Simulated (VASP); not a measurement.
# KI (Fm-3m) in VASP: notebook

One crystal, KI, is run at these levels: AM05, PW91, r2SCAN, SCAN; tasks: relaxation of cell and atoms.

All numbers are computed with VASP 6.6.1; they aren't measurements. Logs are shortened: lines on timing, memory, paths and dates and some standing lists are left out, and cuts for length are marked.

**1. The structure**

It takes space group Fm-3m (No. 225, cubic). The conventional cell has a = 7.066 Å, b = 7.066 Å, c = 7.066 Å, α = 90.00°, β = 90.00°, γ = 90.00°. I (site symmetry m-3m) has 6 K at 3.53 Å as nearest neighbours. Around K (site symmetry m-3m) lie 6 I at 3.53 Å.

**2. Relaxation of cell and atoms, AM05**

INCAR reads:

```
SYSTEM = KI
PREC = Accurate
ENCUT = 600
EDIFF = 1E-6
ISMEAR = -1
SIGMA = 0.05
LREAL = .FALSE.
LASPH = .TRUE.
NELM = 80
ALGO = Fast
ISIF = 3
LWAVE = .FALSE.
LCHARG = .FALSE.
GGA = AM
IBRION = 2
NSW = 40
EDIFFG = -0.005
```

KPOINTS reads:

```
regular mesh
0
G
  7 7 7
  0 0 0
```

POSCAR reads:

```
KI
1.0
    0.0000000000      3.5327750000      3.5327750000
    3.5327750000      0.0000000000      3.5327750000
    3.5327750000      3.5327750000      0.0000000000
I K
1 1
Direct
    0.5000000000      0.5000000000      0.5000000000
    0.0000000000      0.0000000000      0.0000000000
```

Potentials or basis: VASP PAW PBE potentials, release 64 (I, K_sv).

On the command line:

```sh
> cat potpaw_PBE.64/I/POTCAR potpaw_PBE.64/K_sv/POTCAR > POTCAR
> mpirun -np 1 vasp_std > vasp.out
```

OUTCAR:

```text
SYSTEM = KI
   PREC = Accurate
   ENCUT = 600
   EDIFF = 1E-6
   ISMEAR = -1
   LREAL = .FALSE.
   LASPH = .TRUE.
   NELM = 80
   ISIF = 3
   GGA = AM
   IBRION = 2
   NSW = 40
   EDIFFG = -0.005

 ion  position               nearest neighbor table
   1  0.500  0.500  0.500-   2 3.53   2 3.53   2 3.53   2 3.53   2 3.53   2 3.53
   2  0.000  0.000  0.000-   1 3.53   1 3.53   1 3.53   1 3.53   1 3.53   1 3.53

  LATTYP: Found a face centered cubic cell.
 ALAT       =     7.0655500000

  Lattice vectors:

 A1 = (   0.0000000000,   3.5327750000,   3.5327750000)
 A2 = (   3.5327750000,   0.0000000000,   3.5327750000)
 A3 = (   3.5327750000,   3.5327750000,   0.0000000000)

Analysis of symmetry for initial positions (statically):
=====================================================================
 Subroutine PRICEL returns:
 Original cell was already a primitive cell.

 Routine SETGRP: Setting up the symmetry group for a
 face centered cubic supercell.

 Subroutine GETGRP returns: Found 48 space group operations
 (whereof 48 operations were pure point group operations)
 out of a pool of 48 trial point group operations.

The static configuration has the point symmetry O_h .

Analysis of symmetry for dynamics (positions and initial velocities):
=====================================================================
 Subroutine PRICEL returns:
 Original cell was already a primitive cell.

 Routine SETGRP: Setting up the symmetry group for a
 face centered cubic supercell.

 Subroutine GETGRP returns: Found 48 space group operations
 (whereof 48 operations were pure point group operations)
 out of a pool of 48 trial point group operations.

The dynamic configuration has the point symmetry O_h .

 Subroutine INISYM returns: Found 48 space group operations
 (whereof 48 operations are pure point group operations),
 and found     1 'primitive' translations

----------------------------------------------------------------------------------------

                                     Primitive cell

  volume of cell :      88.1816

  direct lattice vectors                    reciprocal lattice vectors
     0.000000000  3.532775000  3.532775000    -0.141531799  0.141531799  0.141531799
     3.532775000  0.000000000  3.532775000     0.141531799 -0.141531799  0.141531799
     3.532775000  3.532775000  0.000000000     0.141531799  0.141531799 -0.141531799

  length of vectors
     4.996098318  4.996098318  4.996098318     0.245140266  0.245140266  0.245140266

  position of ions in fractional coordinates (direct lattice)
     0.500000000  0.500000000  0.500000000
     0.000000000  0.000000000  0.000000000

  ion indices of the primitive-cell ions
   primitive index   ion index
                 1           1
                 2           2

----------------------------------------------------------------------------------------

 KPOINTS: regular mesh

Automatic generation of k-mesh.
 Grid dimensions read from file:
 generate k-points for:    7    7    7

 Generating k-lattice:

  Cartesian coordinates                     Fractional coordinates (reciprocal lattice)
    -0.020218828  0.020218828  0.020218828     0.142857143  0.000000000  0.000000000
     0.020218828 -0.020218828  0.020218828     0.000000000  0.142857143  0.000000000
     0.020218828  0.020218828 -0.020218828     0.000000000  0.000000000  0.142857143

  Length of vectors
     0.035020038  0.035020038  0.035020038

  Shift w.r.t. Gamma in fractional coordinates (k-lattice)
     0.000000000  0.000000000  0.000000000

 Subroutine IBZKPT returns following result:
 ===========================================

 Found     20 irreducible k-points:

 Following reciprocal coordinates:
            Coordinates               Weight
  0.000000  0.000000  0.000000      1.000000
  0.142857  0.000000  0.000000      8.000000
  0.285714  0.000000  0.000000      8.000000
  0.428571  0.000000  0.000000      8.000000
  0.142857  0.142857  0.000000      6.000000
  0.285714  0.142857  0.000000     24.000000
[... 12 lines left out ...]
 -0.428571  0.428571  0.142857     24.000000
 -0.285714  0.428571  0.142857     24.000000
   k-points           NKPTS =     20   k-points in BZ     NKDIM =     20   number of bands    NBANDS=     12
   number of dos      NEDOS =    301   number of ions     NIONS =      2
   total plane-waves  NPLWV =  64000
   dimension x,y,z NGX =    40 NGY =   40 NGZ =   40
   dimension x,y,z NGXF=    80 NGYF=   80 NGZF=   80
   ions per type =               1   1
   NGX,Y,Z   is equivalent  to a cutoff of  13.31, 13.31, 13.31 a.u.
   NGXF,Y,Z  is equivalent  to a cutoff of  26.62, 26.62, 26.62 a.u.
 SYSTEM =  KI
   PREC   = accura    normal or accurate (medium, high low for compatibility)
   ISTART =      0    job   : 0-new  1-cont  2-samecut
   ICHARG =      2    charge: 1-file 2-atom 10-const
   ISPIN  =      1    spin polarized calculation?
   LNONCOLLINEAR =      F non collinear calculations
   LSORBIT =      F    spin-orbit coupling
   LASPH  =      T    aspherical Exc in radial PAW
   ENCUT  =  600.0 eV  44.10 Ry    6.64 a.u.   9.98  9.98  9.98*2*pi/ulx,y,z
   NELM   =     80;   NELMIN=  2; NELMDL= -5     # of ELM steps
   EDIFF  = 0.1E-05   stopping-criterion for ELM
   LREAL  =      F    real-space projection
   EDIFFG = -.5E-02   stopping-criterion for IOM
   NSW    =     40    number of steps for IOM
   IBRION =      2    ionic relax: 0-MD 1-quasi-New 2-CG
   NFREE  =      1    steps in history (QN), initial steepest desc. (CG)
   ISIF   =      3    stress and relaxation
   ISYM   =      2    0-nonsym 1-usesym 2-fastsym
   POTIM  = 0.5000    time-step for ionic-motion
   TEBEG  =    0.0;   TEEND  =   0.0 temperature during run
   PSTRESS=    0.0 pullay stress
   NELECT =      16.0000    total number of electrons
   NUPDOWN=      -1.0000    fix difference up-down
   EMIN   =  10.00;   EMAX   =-10.00  energy-range for DOS
   EFERMI =   0.00;   METHOD = LEGACY
   ISMEAR =    -1;   SIGMA  =   0.05  broadening in eV -4-tet -1-fermi 0-gaus
   EFERMI_NEDOS =   21; number of points for ismear=-14 and -15
   IALGO  =     68    algorithm
   IMIX   =      4    mixing-type and parameters
     AMIX     =   0.40;   BMIX     =  1.00
     AMIX_MAG =   1.60;   BMIX_MAG =  1.00
  volume/ion in A,a.u.               =      44.09       297.54
  Fermi-wavevector in a.u.,A,eV,Ry     =   0.926806  1.751409 11.686988  0.858969
  Thomas-Fermi vector in A             =   2.052808
   LORBIT       =      0    0 simple, 1 ext, 2 COOP (PROOUT), +10 PAW based schemes
   GGA     = AM    functional components
   LHFCALC =     F    Hartree Fock is set to
   AEXX    =    0.0000 exact exchange contribution
   IVDW    =     0    specifies the selected vdW correction
   LEPSILON=     F    determine dielectric tensor
   LRPA    =     F    only Hartree local field effects (RPA)
 conjugate gradient relaxation of ions
 non-spin polarized calculation
 RMM-DIIS sequential band-by-band and
  energy-cutoff  :      600.00
  volume of cell :       88.18
 maximum number of plane-waves:      2958
   NGX = 19   NGY = 19   NGZ = 19

--------------------------------------- Ionic step        1  -------------------------------------------

 number of electron      15.9999999 magnetization

 Free energy of the ion-electron system (eV)
  ---------------------------------------------------
  ext. energy  EPLUGINS =         0.00000000
  ---------------------------------------------------
  free energy    TOTEN  =        -5.46934200 eV

  energy without entropy =       -5.46934200  energy(sigma->0) =       -5.46934200

------------------------ aborting loop because EDIFF is reached ----------------------------------------

  FORCE on cell =-STRESS in cart. coord.  units (eV):
  Direction    XX          YY          ZZ          XY          YZ          ZX
  --------------------------------------------------------------------------------------
  -------------------------------------------------------------------------------------
  Total        0.2283272      0.2283272      0.2283272      0.0000000      0.0000000      0.0000000
  in kB        4.1484922      4.1484922      4.1484922      0.0000000      0.0000000      0.0000000
  external PRESSURE =       4.1484922 kB  Pullay stress =       0.0000000 kB

 VOLUME and BASIS-vectors are now :
 -----------------------------------------------------------------------------
  energy-cutoff  :      600.00
  volume of cell :       88.18
      direct lattice vectors                 reciprocal lattice vectors
     0.000000000  3.532775000  3.532775000    -0.141531799  0.141531799  0.141531799
     3.532775000  0.000000000  3.532775000     0.141531799 -0.141531799  0.141531799
     3.532775000  3.532775000  0.000000000     0.141531799  0.141531799 -0.141531799
[... 73 lines left out ...]
 POSITION                                       TOTAL-FORCE (eV/Angst)
 -----------------------------------------------------------------------------------
      3.58709      3.58709      3.58709        -0.000000     -0.000000     -0.000000
      0.00000     -0.00000      0.00000         0.000000      0.000000      0.000000
 -----------------------------------------------------------------------------------
    total drift:                                0.000000     -0.000000     -0.000000

  FREE ENERGIE OF THE ION-ELECTRON SYSTEM (eV)
  ---------------------------------------------------
  free  energy   TOTEN  =        -5.4735232594 eV

  energy  without entropy=       -5.4735232593  energy(sigma->0) =       -5.47352326

--------------------------------------- Ionic step        4  -------------------------------------------

 number of electron      16.0000000 magnetization

 Free energy of the ion-electron system (eV)
  ---------------------------------------------------
  ext. energy  EPLUGINS =         0.00000000
  ---------------------------------------------------
  free energy    TOTEN  =        -5.47367412 eV

  energy without entropy =       -5.47367412  energy(sigma->0) =       -5.47367412

 E-fermi :   0.4726     XC(G=0):  -6.9539

 val. band max:       -0.6012030628   @ k =   0.0000   0.0000   0.0000
 cond. band min:       3.3339684134   @ k =   0.0000   0.0000   0.0000
 fundamental gap:      3.9351714762
 Fermi energy:         0.4726392983

 k-point     1 :       0.0000    0.0000    0.0000
  band No.  band energies     occupation
      1     -29.0285      2.00000
      2     -12.6156      2.00000
      3     -12.6156      2.00000
      4     -12.6156      2.00000
      5     -11.0705      2.00000
      6      -0.6012      2.00000
      7      -0.6012      2.00000
      8      -0.6012      2.00000
      9       3.3340      0.00000
     10       5.9465      0.00000
     11       5.9465      0.00000
     12       5.9465      0.00000

 k-point     2 :       0.1429    0.0000    0.0000
  band No.  band energies     occupation
      1     -29.0282      2.00000
      2     -12.6404      2.00000
      3     -12.6160      2.00000
      4     -12.6160      2.00000
      5     -11.0250      2.00000
      6      -0.8976      2.00000
      7      -0.6629      2.00000
      8      -0.6629      2.00000
      9       3.7951      0.00000
     10       5.8676      0.00000
     11       6.1552      0.00000
     12       6.1552      0.00000
[... 290 lines left out ...]
 POSITION                                       TOTAL-FORCE (eV/Angst)
 -----------------------------------------------------------------------------------
      3.57844      3.57844      3.57844         0.000000      0.000000      0.000000
      0.00000      0.00000      0.00000        -0.000000      0.000000     -0.000000
 -----------------------------------------------------------------------------------
    total drift:                                0.000000     -0.000000     -0.000000

  FREE ENERGIE OF THE ION-ELECTRON SYSTEM (eV)
  ---------------------------------------------------
  free  energy   TOTEN  =        -5.4736741247 eV

  energy  without entropy=       -5.4736741246  energy(sigma->0) =       -5.47367412

 reached required accuracy - stopping structural energy minimisation
```

Wall time 97 s (1 thread of Intel Xeon Platinum 8488C (Sapphire Rapids), shared host); peak memory 0.26 GiB.

What came out:

* Free energy: -5.4737 eV
* Relaxed volume: 45.82 Å³/atom
* Relaxed cell: a = 5.061 Å, b = 5.061 Å, c = 5.061 Å, α = 60.00°, β = 60.00°, γ = 60.00°
* Space group after relaxing (to 0.05 Å): Fm-3m (No. 225)
* Energy gained by relaxing: 2.2 meV/atom
* Ionic steps: 4
* Pressure after relaxing: 0.0 GPa
* Band gap on the k mesh: 3.94 eV, direct

The path:
```
step  energy change (eV)  largest force (eV/Å)  pressure (GPa)  volume (Å³)
   1              0.0000                0.0000            0.41        88.18
   2             -0.0029                0.0000            0.23        89.65
   3             -0.0042                0.0000           -0.07        92.31
   4             -0.0043                0.0000            0.00        91.65
```

Final structure:
```xyz
2
Lattice="0.0000 3.5784 3.5784 3.5784 0.0000 3.5784 3.5784 3.5784 0.0000" Properties=species:S:1:pos:R:3 pbc="T T T"
I     3.5784    3.5784    3.5784
K     0.0000    0.0000    0.0000
```

Caveat: the PAW data sets were made with another functional, which shifts forces and pressure a little; spin-orbit coupling is left out, which moves the levels of the heavy elements; an odd mesh through Γ misses points on the zone boundary, where band edges often lie.

**3. Relaxation of cell and atoms, PW91**

Edit INCAR of step 2 so:

```diff
@@ -13,3 +13,3 @@
 LCHARG = .FALSE.
-GGA = AM
+GGA = 91
 IBRION = 2
```

KPOINTS is that of step 2.

POSCAR is that of step 2.

Potentials or basis: VASP PAW PBE potentials, release 64 (I, K_sv).

On the command line:

```sh
> cat potpaw_PBE.64/I/POTCAR potpaw_PBE.64/K_sv/POTCAR > POTCAR
> mpirun -np 1 vasp_std > vasp.out
```

It took 65 s on 1 thread of Intel Xeon Platinum 8488C (Sapphire Rapids), shared host; peak memory 0.26 GiB.

The run converged. Its results:

| Quantity | Value |
| --- | --- |
| Free energy | -5.6205 eV |
| Relaxed volume | 46.37 Å³/atom |
| Relaxed cell | a = 5.081 Å, b = 5.081 Å, c = 5.081 Å, α = 60.00°, β = 60.00°, γ = 60.00° |
| Space group after relaxing (to 0.05 Å) | Fm-3m (No. 225) |
| Energy gained by relaxing | 3.8 meV/atom |
| Ionic steps | 3 |
| Pressure after relaxing | 0.0 GPa |
| Band gap on the k mesh | 3.87 eV, direct |

The path:
```
step  energy change (eV)  largest force (eV/Å)  pressure (GPa)  volume (Å³)
   1              0.0000                0.0000            0.58        88.18
   2             -0.0056                0.0000            0.29        90.23
   3             -0.0077                0.0000           -0.01        92.73
```

Final structure:
```cif
data_structure
_symmetry_space_group_name_H-M 'P 1'
_symmetry_Int_Tables_number 1
_cell_length_a 5.0806
_cell_length_b 5.0806
_cell_length_c 5.0806
_cell_angle_alpha 60.000
_cell_angle_beta 60.000
_cell_angle_gamma 60.000
_cell_volume 92.73
loop_
_atom_site_label
_atom_site_type_symbol
_atom_site_fract_x
_atom_site_fract_y
_atom_site_fract_z
_atom_site_occupancy
I1 I 0.50000 0.50000 0.50000 1
K1 K 0.00000 0.00000 0.00000 1
```

Levels at points of the mesh, in eV from the valence-band top:
| k point | band 6 | band 7 | band 8 | band 9 | band 10 | band 11 |
| --- | --- | --- | --- | --- | --- | --- |
| (0.00, 0.00, 0.00) | 0.00 | 0.00 | 0.00 | 3.87 | 6.51 | 6.51 |

Caveat: the PAW data sets were made with another functional, which shifts forces and pressure a little; spin-orbit coupling is left out, which moves the levels of the heavy elements; an odd mesh through Γ misses points on the zone boundary, where band edges often lie.

(Part 1 of 2 ends here.)
